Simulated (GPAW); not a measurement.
Input of a GPAW 26.7.0 run:

The input run.py:

```python
import numpy as np
import spglib
from ase import Atoms
from ase.dft.bandgap import bandgap
from ase.io import read, write
from gpaw import GPAW, PW, setup_paths
from gpaw.response.df import DielectricFunction

setup_paths.insert(0, '.')

atoms = read('Ag.cif')
cell, positions, numbers = spglib.find_primitive(
    (atoms.cell[:], atoms.get_scaled_positions(), atoms.numbers), symprec=1e-4)
atoms = Atoms(numbers, cell=cell, scaled_positions=positions, pbc=True)

calc = GPAW(mode=PW(400),
            xc='AM05',
            kpts={'size': (9, 9, 9), 'gamma': True},
            occupations={'name': 'fermi-dirac', 'width': 0.05},
            nbands=18,
            convergence={'density': 1e-06},
            maxiter=150,
            txt='gpaw.txt')
atoms.calc = calc
energy = atoms.get_potential_energy()
calc.write('gs.gpw')
write('result.traj', atoms)
print(f'Energy: {energy:.6f} eV')
print('Fermi level:', round(calc.get_fermi_level(), 4), 'eV')
print(f'Gap: {bandgap(calc)[0]:.4f} eV, direct: {bandgap(calc, direct=True)[0]:.4f} eV')

dense = calc.fixed_density(kpts={'size': (18, 18, 18), 'gamma': True},
                           nbands=33, convergence={'bands': 27, 'eigenstates': 1e-7},
                           update_fermi_level=True, txt='dense.txt')
dense.write('dense.gpw', mode='all')

df = DielectricFunction('dense.gpw', frequencies=np.array([0.0]), hilbert=False, eta=0.001,
                        ecut=60, nbands=27, txt='df.txt')
for q_c in [[0.0555555556, 0.0555555556, 0.0], [0.1111111111, 0.1111111111, 0.0], [0.1666666667, 0.1666666667, 0.0], [0.2777777778, 0.2777777778, 0.0], [0.5, 0.5, 0.0], [0.7222222222, 0.7222222222, 0.0], [0.9444444444, 0.9444444444, 0.0], [0.0555555556, 0.0555555556, 0.0555555556], [0.1111111111, 0.1111111111, 0.1111111111], [0.1666666667, 0.1666666667, 0.1666666667], [0.2777777778, 0.2777777778, 0.2777777778], [0.5, 0.5, 0.5], [0.7222222222, 0.7222222222, 0.7222222222], [0.9444444444, 0.9444444444, 0.9444444444]]:
    e0, e = df.get_dielectric_function(xc='RPA', q_c=q_c, filename=None)
    q = np.linalg.norm(2 * np.pi * np.array(q_c) @ atoms.cell.reciprocal())
    print(q_c, f'|q| = {q:.4f} 1/A: eps {e0[0].real:.4f} without, {e[0].real:.4f} with local fields')
```

File Ag.cif:

```cif
data_Ag
_cell_length_a 3.31130800
_cell_length_b 3.31130800
_cell_length_c 3.31130800
_cell_angle_alpha 90.00000000
_cell_angle_beta 90.00000000
_cell_angle_gamma 90.00000000
_space_group_name_H-M_alt 'Im-3m'
_space_group_name_Hall '-I 4 2 3'
_space_group_IT_number 229
loop_
_space_group_symop_operation_xyz
'x,y,z'
'-x,-y,-z'
'-y,x,z'
'y,-x,-z'
'-x,-y,z'
'x,y,-z'
'y,-x,z'
'-y,x,-z'
'x,-y,-z'
'-x,y,z'
'-y,-x,-z'
'y,x,z'
'-x,y,-z'
'x,-y,z'
'y,x,-z'
'-y,-x,z'
'z,x,y'
'-z,-x,-y'
'z,-y,x'
'-z,y,-x'
'z,-x,-y'
'-z,x,y'
'z,y,-x'
'-z,-y,x'
'-z,x,-y'
'z,-x,y'
'-z,-y,-x'
'z,y,x'
'-z,-x,y'
'z,x,-y'
'-z,y,x'
'z,-y,-x'
'y,z,x'
'-y,-z,-x'
'x,z,-y'
'-x,-z,y'
'-y,z,-x'
'y,-z,x'
'-x,z,y'
'x,-z,-y'
'-y,-z,x'
'y,z,-x'
'-x,-z,-y'
'x,z,y'
'y,-z,-x'
'-y,z,x'
'x,-z,y'
'-x,z,-y'
'x+1/2,y+1/2,z+1/2'
'-x+1/2,-y+1/2,-z+1/2'
'-y+1/2,x+1/2,z+1/2'
'y+1/2,-x+1/2,-z+1/2'
'-x+1/2,-y+1/2,z+1/2'
'x+1/2,y+1/2,-z+1/2'
'y+1/2,-x+1/2,z+1/2'
'-y+1/2,x+1/2,-z+1/2'
'x+1/2,-y+1/2,-z+1/2'
'-x+1/2,y+1/2,z+1/2'
'-y+1/2,-x+1/2,-z+1/2'
'y+1/2,x+1/2,z+1/2'
'-x+1/2,y+1/2,-z+1/2'
'x+1/2,-y+1/2,z+1/2'
'y+1/2,x+1/2,-z+1/2'
'-y+1/2,-x+1/2,z+1/2'
'z+1/2,x+1/2,y+1/2'
'-z+1/2,-x+1/2,-y+1/2'
'z+1/2,-y+1/2,x+1/2'
'-z+1/2,y+1/2,-x+1/2'
'z+1/2,-x+1/2,-y+1/2'
'-z+1/2,x+1/2,y+1/2'
'z+1/2,y+1/2,-x+1/2'
'-z+1/2,-y+1/2,x+1/2'
'-z+1/2,x+1/2,-y+1/2'
'z+1/2,-x+1/2,y+1/2'
'-z+1/2,-y+1/2,-x+1/2'
'z+1/2,y+1/2,x+1/2'
'-z+1/2,-x+1/2,y+1/2'
'z+1/2,x+1/2,-y+1/2'
'-z+1/2,y+1/2,x+1/2'
'z+1/2,-y+1/2,-x+1/2'
'y+1/2,z+1/2,x+1/2'
'-y+1/2,-z+1/2,-x+1/2'
'x+1/2,z+1/2,-y+1/2'
'-x+1/2,-z+1/2,y+1/2'
'-y+1/2,z+1/2,-x+1/2'
'y+1/2,-z+1/2,x+1/2'
'-x+1/2,z+1/2,y+1/2'
'x+1/2,-z+1/2,-y+1/2'
'-y+1/2,-z+1/2,x+1/2'
'y+1/2,z+1/2,-x+1/2'
'-x+1/2,-z+1/2,-y+1/2'
'x+1/2,z+1/2,y+1/2'
'y+1/2,-z+1/2,-x+1/2'
'-y+1/2,z+1/2,x+1/2'
'x+1/2,-z+1/2,y+1/2'
'-x+1/2,z+1/2,-y+1/2'
loop_
_atom_site_label
_atom_site_type_symbol
_atom_site_symmetry_multiplicity
_atom_site_Wyckoff_symbol
_atom_site_fract_x
_atom_site_fract_y
_atom_site_fract_z
_atom_site_occupancy
Ag1 Ag 2 a 0.0000000000 0.0000000000 0.0000000000 1
```

Potentials or basis: PAW data sets generated in the run's folder for this functional, pw.

Run with:

```sh
$ gpaw-setup -f AM05 Ag
$ OMP_NUM_THREADS=1 python run.py
```

Question: What does it give for the band gap on the k mesh?

Answer: None (metal or under the smearing width).
